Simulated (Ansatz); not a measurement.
Sb:

```xyz
1
Lattice="0.0000 2.3712 2.3712 2.3712 0.0000 2.3712 2.3712 2.3712 0.0000" Properties=species:S:1:pos:R:3 pbc="T T T"
Sb    0.0000    0.0000    0.0000
```

This isn't the form of Sb at room conditions, which is rhombohedral.

```yaml
Program: Ansatz 0.2.0
Task: relaxation of cell and atoms
Functional: PBEsol
Dispersion: D3(BJ)
Potentials_or_basis: Ansatz PAW
Cutoff: "420 eV (not typed: the program's choice for these potentials)"
k_mesh: 10 × 10 × 10
Occupations: fermi-dirac, width 0.05 eV
Spin: no spin polarisation
```

At the start: volume 26.67 Å³/atom.

How do energy, volume and symmetry change on relaxing?

It ends after 5 steps and the volume is 24.82 Å³/atom (-6.9 %); space group Fm-3m (No. 225, to 0.05 Å).

The path:
```tsv
step	energy change (eV)	largest force (eV/Å)	volume (Å³)
1	0.0000	0.0000	26.67
2	-0.0240	0.0000	24.17
3	-0.0279	0.0000	24.92
4	-0.0280	0.0000	24.82
5	-0.0275	0.0000	24.82
```

Final structure:
```
CELL_PARAMETERS angstrom
0.00000 2.31520 2.31520
2.31520 0.00000 2.31520
2.31520 2.31520 0.00000
ATOMIC_POSITIONS crystal
Sb 0.00000 0.00000 0.00000
```

Caveat: the plane-wave basis is chosen anew once the cell has moved, so the energies of steps on either side of that aren't comparable; pairwise dispersion overbinds metals, which lowers pressure and volume; the PAW data sets come from PBE, with cores solved anew for the run's functional, which leaves a small shift of forces and pressure.
